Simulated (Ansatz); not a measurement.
**TiSi2: relaxation of cell and atoms with r2SCAN**

TiSi2:

```
Ti Si
1.0
     1.76511   -6.75928    0.00000
     1.76511    6.75928    0.00000
     0.00000    0.00000    3.56517
Ti Si
2 4
Direct
  0.10312 0.89688 0.25000
  0.89688 0.10312 0.75000
  0.75031 0.24969 0.25000
  0.24969 0.75031 0.75000
  0.44175 0.55825 0.25000
  0.55825 0.44175 0.75000
```

The cell comes from a database or a generator and needn't be the stable form of this composition.

```json
{
  "Program": "Ansatz 0.2.0",
  "Task": "relaxation of cell and atoms",
  "Functional": "r2SCAN",
  "Potentials or basis": "Ansatz PAW",
  "Cutoff": "500 eV (not typed: the program's choice for these potentials)",
  "k mesh": "8 × 8 × 8",
  "Occupations": "fermi-dirac, width 0.05 eV",
  "Spin": "no spin polarisation",
  "Target pressure": "20 GPa",
  "Target pressure (GPa)": "20"
}
```

```json
{
  "Relaxed volume": "12.57 Å³/atom",
  "Relaxed cell": "a = 6.596 Å, b = 6.596 Å, c = 3.463 Å, α = 90.00°, β = 90.00°, γ = 149.95°",
  "Space group after relaxing (to 0.05 Å)": "Cmcm (No. 63)",
  "Energy change on relaxing (the enthalpy is what falls)": "+88.8 meV/atom",
  "Ionic steps": "7",
  "Pressure after relaxing": "20.0 GPa",
  "Band gap on the k mesh": "none (metal or under the smearing width)"
}
```

The path:
```csv
step,energy change (eV),largest force (eV/Å),volume (Å³)
1,0.0000,0.0221,85.07
2,0.4333,0.1849,76.31
3,0.5589,0.1403,75.24
4,0.5333,0.0244,75.43
5,0.5311,0.0111,75.45
6,0.5309,0.0016,75.45
7,0.5329,0.0018,75.45
```

Final structure:
```yaml
crystal:
  lattice:
    - [1.70989, -6.37097, 0.00000]
    - [1.70989, 6.37097, 0.00000]
    - [0.00000, 0.00000, 3.46287]
  atoms:
    - { symbol: Ti, position: [0.10078, 0.89922, 0.25000] }
    - { symbol: Ti, position: [0.89922, 0.10078, 0.75000] }
    - { symbol: Si, position: [0.75062, 0.24938, 0.25000] }
    - { symbol: Si, position: [0.24938, 0.75062, 0.75000] }
    - { symbol: Si, position: [0.43809, 0.56191, 0.25000] }
    - { symbol: Si, position: [0.56191, 0.43809, 0.75000] }
```

Levels at points of the mesh, in eV from the Fermi level:
| k point | band 18 | band 19 | band 20 | band 21 | band 22 | band 23 |
| --- | --- | --- | --- | --- | --- | --- |
| (0.00, 0.00, 0.00) | -2.37 | -2.08 | 0.33 | 0.86 | 0.93 | 1.25 |
| (0.00, 0.00, -0.50) | -1.96 | -0.06 | -0.06 | 1.55 | 1.55 | 1.64 |
| (0.00, -0.50, 0.00) | -1.35 | -0.79 | -0.75 | -0.69 | 1.55 | 1.91 |
| (0.00, -0.50, -0.50) | -3.48 | -3.00 | -3.00 | 2.15 | 2.15 | 2.40 |
| (-0.50, -0.50, 0.00) | -2.23 | -1.30 | 0.22 | 0.57 | 0.60 | 1.01 |
| (-0.50, -0.50, -0.50) | -2.63 | -1.15 | -1.15 | 0.93 | 0.93 | 2.08 |

Wall time 100 s on 2 threads of Arm Neoverse V2, with other jobs on the host, peak memory 0.9 GiB.

Caveat: the plane-wave basis is chosen anew once the cell has moved, so the energies of steps on either side of that aren't comparable; the PAW data sets come from PBE, with cores solved anew for the run's functional, which leaves a small shift of forces and pressure.
